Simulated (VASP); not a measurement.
# AlH3 (R-3c) in VASP: single point with HSE06

Aim: the single point of AlH3 with HSE06.

Program: VASP 6.6.1. These are calculated values, not measurements. Logs are shortened: lines on timing, memory, paths and dates and some standing lists are left out, and cuts for length are marked.

### Step 1. Starting point

The structure is trigonal, space group R-3c (No. 167). The conventional cell has a = 4.341 Å, b = 4.341 Å, c = 11.772 Å, α = 90.00°, β = 90.00°, γ = 120.00°. Al (site symmetry -3) has 6 H at 1.72 Å as nearest neighbours. H (site symmetry 2) is surrounded by 2 Al at 1.72 Å.

The cell comes from a database or a generator and needn't be the stable form of this composition.

### Step 2. Single point, HSE06

POSCAR reads:

```
AlH3
1.0
    2.1705400000      1.2531600000      3.9240600000
   -2.1705400000      1.2531600000      3.9240600000
    0.0000000000     -2.5063300000      3.9240600000
Al H
2 6
Direct
    0.5000000000      0.5000000000      0.5000000000
    0.0000000000      0.0000000000      0.0000000000
    0.4030900000      0.7500000000      0.0969100000
    0.7500000000      0.0969100000      0.4030900000
    0.9030900000      0.5969100000      0.2500000000
    0.2500000000      0.9030900000      0.5969100000
    0.5969100000      0.2500000000      0.9030900000
    0.0969100000      0.4030900000      0.7500000000
```

INCAR.step1 reads:

```
PREC = Accurate ; ENCUT = 520
EDIFF = 1E-5 ; ISMEAR = 0
SIGMA = 0.02 ; LREAL = False
LASPH = True ; NELM = 80
ALGO = Normal ; ISIF = 2
LWAVE = True ; GGA = PE
```

INCAR.step2 reads:

```
PREC = Accurate ; ENCUT = 520
EDIFF = 1E-7 ; ISMEAR = 0
SIGMA = 0.02 ; LREAL = False
LASPH = True ; NELM = 80
ALGO = Normal ; ISIF = 2
LWAVE = False ; LCHARG = True
GGA = PE ; LHFCALC = True
HFSCREEN = 0.2 ; PRECFOCK = Fast
LELF = True ; LVHAR = True
ISTART = 1
```

KPOINTS reads:

```
Automatic mesh
0
Gamma
  6 6 6
```

Potentials or basis: VASP PAW PBE potentials, release 64 (Al, H).

On the command line:

```
cat potpaw_PBE.64/Al/POTCAR potpaw_PBE.64/H/POTCAR > POTCAR
cp INCAR.step1 INCAR
mpirun -np 1 vasp_std > vasp.out
cp INCAR.step2 INCAR
mpirun -np 1 vasp_std > vasp.out
```

OUTCAR:

```text
PREC = Accurate
   ENCUT = 520
   EDIFF = 1E-7
   ISMEAR = 0
   LREAL = False
   LASPH = True
   NELM = 80
   ISIF = 2
   GGA = PE
   LHFCALC = True
   HFSCREEN = 0.2
   PRECFOCK = Fast
   ISTART = 1

 ion  position               nearest neighbor table
   1  0.500  0.500  0.500-   4 1.72   6 1.72   5 1.72   8 1.72   7 1.72   3 1.72   2 3.18   2 3.18
                             2 3.18   2 3.18   2 3.18   2 3.18
   2  0.000  0.000  0.000-   3 1.72   7 1.72   5 1.72   8 1.72   4 1.72   6 1.72   1 3.18   1 3.18
                             1 3.18   1 3.18   1 3.18   1 3.18
   3  0.403  0.750  0.097-   2 1.72   1 1.72
   4  0.750  0.097  0.403-   1 1.72   2 1.72
   5  0.903  0.597  0.250-   1 1.72   2 1.72
   6  0.250  0.903  0.597-   1 1.72   2 1.72
   7  0.597  0.250  0.903-   2 1.72   1 1.72
   8  0.097  0.403  0.750-   1 1.72   2 1.72

  LATTYP: Found a trigonal (rhomboedric) cell.
 ALAT       =     4.6561680340
 COS(alpha) =     0.5653810082

  Lattice vectors:

 A1 = (   2.1705400000,   1.2531600000,   3.9240600000)
 A2 = (  -2.1705400000,   1.2531600000,   3.9240600000)
 A3 = (   0.0000000000,  -2.5063300000,   3.9240600000)

Analysis of symmetry for initial positions (statically):
=====================================================================
 Subroutine PRICEL returns:
 Original cell was already a primitive cell.

 Routine SETGRP: Setting up the symmetry group for a
 trigonal (rhombohedral) supercell.

 Subroutine GETGRP returns: Found 12 space group operations
 (whereof  6 operations were pure point group operations)
 out of a pool of 12 trial point group operations.

The static configuration has the point symmetry S_6 .
 The point group associated with its full space group is D_3d.

Analysis of symmetry for dynamics (positions and initial velocities):
=====================================================================
 Subroutine PRICEL returns:
 Original cell was already a primitive cell.

 Routine SETGRP: Setting up the symmetry group for a
 trigonal (rhombohedral) supercell.

 Subroutine GETGRP returns: Found 12 space group operations
 (whereof  6 operations were pure point group operations)
 out of a pool of 12 trial point group operations.

The dynamic configuration has the point symmetry S_6 .
[... 128 lines left out ...]
   EFERMI_NEDOS =   21; number of points for ismear=-14 and -15
   IALGO  =     38    algorithm
   IMIX   =      1    mixing-type and parameters
     AMIX     =   0.40;   BMIX     =  1.00
     AMIX_MAG =   1.60;   BMIX_MAG =  1.00
  volume/ion in A,a.u.               =       8.01        54.02
  Fermi-wavevector in a.u.,A,eV,Ry     =   0.936802  1.770299 11.940445  0.877598
  Thomas-Fermi vector in A             =   2.063848
   LORBIT       =      0    0 simple, 1 ext, 2 COOP (PROOUT), +10 PAW based schemes
   GGA     = PE    functional components
   LHFCALC =     T    Hartree Fock is set to
   PRECFOCK=fast      Normal, Fast or Accurate (Low or Medium for compatibility)
   ENCUT4O =  -1.0   cutoff for four orbital integrals eV
   NKREDX  =     1    reduce k-point grid by
   NKREDY  =     1    reduce k-point grid by
   NKREDZ  =     1    reduce k-point grid by
   AEXX    =    0.2500 exact exchange contribution
   HFSCREEN=    0.2000 screening length (either q_TF or 0.3 A-1)
   HFSCREENC=   0.2000 screening length for correlation (either q_TF or 0.3 A-1)
   ENCUTFOCK=  -1.0 apply spherical cutoff to Coloumb kernel
   IVDW    =     0    specifies the selected vdW correction
   LEPSILON=     F    determine dielectric tensor
   LRPA    =     F    only Hartree local field effects (RPA)
 non-spin polarized calculation
 Gauss-broadening in eV      SIGMA  =   0.02
  energy-cutoff  :      520.00
  volume of cell :       64.04
 maximum number of plane-waves:      1742
 NGX is ok and might be reduce to    36
  NGX = 20; NGY = 20; NGZ = 20

 number of electron      11.9999999 magnetization

 Free energy of the ion-electron system (eV)
  ---------------------------------------------------
  ext. energy  EPLUGINS =         0.00000000
  ---------------------------------------------------
  free energy    TOTEN  =       -31.98063784 eV

  energy without entropy =      -31.98063784  energy(sigma->0) =      -31.98063784

 E-fermi :   0.6467     XC(G=0):  -7.5407

 val. band max:        0.5225597742   @ k =   0.5000   0.3333   0.1667
 cond. band min:       4.1732026952   @ k =   0.0000   0.0000   0.0000
 fundamental gap:      3.6506429211
 Fermi energy:         0.6466527270

 k-point     1 :       0.0000    0.0000    0.0000
  band No.  band energies     occupation
      1      -9.2813      2.00000
      2      -2.1224      2.00000
      3      -1.0869      2.00000
      4      -1.0869      2.00000
      5       0.4000      2.00000
      6       0.4000      2.00000
      7       4.1732      0.00000
      8       7.6537      0.00000
      9       7.6838      0.00000
     10       7.6839      0.00000
     11       9.0787      0.00000
[... 309 lines left out ...]
 k-point    24 :      -0.3333    0.5000    0.1667
  band No.  band energies     occupation
      1      -5.9794      2.00000
      2      -4.8308      2.00000
      3      -4.3364      2.00000
      4      -3.4592      2.00000
      5      -0.9360      2.00000
      6       0.3477      2.00000
      7       7.1728      0.00000
      8       8.2859      0.00000
      9      10.4043      0.00000
     10      10.5485      0.00000
     11      11.3985      0.00000

 [... further k-points ...]
[... 5 lines left out ...]
  --------------------------------------------------------------------------------------
  -------------------------------------------------------------------------------------
  Total       -0.4499159     -0.4499170     -0.3205309     -0.0000000      0.0000003      0.0000000
  in kB      -11.2558837    -11.2559103     -8.0189607     -0.0000000      0.0000068      0.0000000
  external PRESSURE =     -10.1769182 kB  Pullay stress =       0.0000000 kB

 VOLUME and BASIS-vectors are now :
 -----------------------------------------------------------------------------
  energy-cutoff  :      520.00
  volume of cell :       64.04
      direct lattice vectors                 reciprocal lattice vectors
     2.170540000  1.253160000  3.924060000     0.230357423  0.132996763  0.084946147
    -2.170540000  1.253160000  3.924060000    -0.230357423  0.132996763  0.084946147
     0.000000000 -2.506330000  3.924060000     0.000000000 -0.265993526  0.084945808

 POSITION                                       TOTAL-FORCE (eV/Angst)
 -----------------------------------------------------------------------------------
      0.00000     -0.00001      5.88609         0.000000     -0.000000      0.000000
      0.00000      0.00000      0.00000         0.000000     -0.000000      0.000000
     -0.75298      1.20212      4.90507        -0.065014     -0.112607      0.000000
      1.41756      0.05104      4.90507        -0.065014      0.112607      0.000000
      0.66458      1.25316      6.86710        -0.130028     -0.000000     -0.000000
     -1.41756     -0.05105      6.86711         0.065014     -0.112607      0.000000
      0.75298     -1.20213      6.86710         0.065014      0.112607      0.000000
     -0.66458     -1.25317      4.90508         0.130028     -0.000000      0.000000
 -----------------------------------------------------------------------------------
    total drift:                               -0.000001      0.000002      0.000116

  FREE ENERGIE OF THE ION-ELECTRON SYSTEM (eV)
  ---------------------------------------------------
  free  energy   TOTEN  =       -31.9806378381 eV

  energy  without entropy=      -31.9806378381  energy(sigma->0) =      -31.98063784
```

Wall time 13 min (1 thread of Intel Xeon 6975P-C (Granite Rapids), shared host); peak memory 0.33 GiB.

Results:

* Free energy: -31.9806 eV
* Pressure: -1.0 GPa
* Largest force: 0.130 eV/Å
* Band gap on the k mesh: 3.65 eV, indirect (least direct gap 3.77 eV)

Forces on the atoms (eV/Å):
```
Al   0.000  0.000  0.000
Al   0.000  0.000  0.000
H   -0.065 -0.113  0.000
H   -0.065  0.113  0.000
H   -0.130  0.000  0.000
H    0.065 -0.113  0.000
H    0.065  0.113  0.000
H    0.130  0.000  0.000
```

Levels at points of the mesh, in eV from the valence-band top:
```tsv
k point	band 4	band 5	band 6	band 7	band 8	band 9
(0.00, 0.00, 0.00)	-1.61	-0.12	-0.12	3.65	7.13	7.16
(0.50, 0.00, 0.00)	-1.79	-1.46	-1.46	5.14	5.14	8.77
(0.50, 0.50, 0.00)	-3.41	-3.28	-0.26	6.86	9.13	9.35
(0.50, 0.50, 0.50)	-1.18	-1.18	-1.18	6.39	6.39	9.62
```

Caveat: the PAW data sets were made with another functional, which shifts forces and pressure a little. A k mesh can miss the band edges.
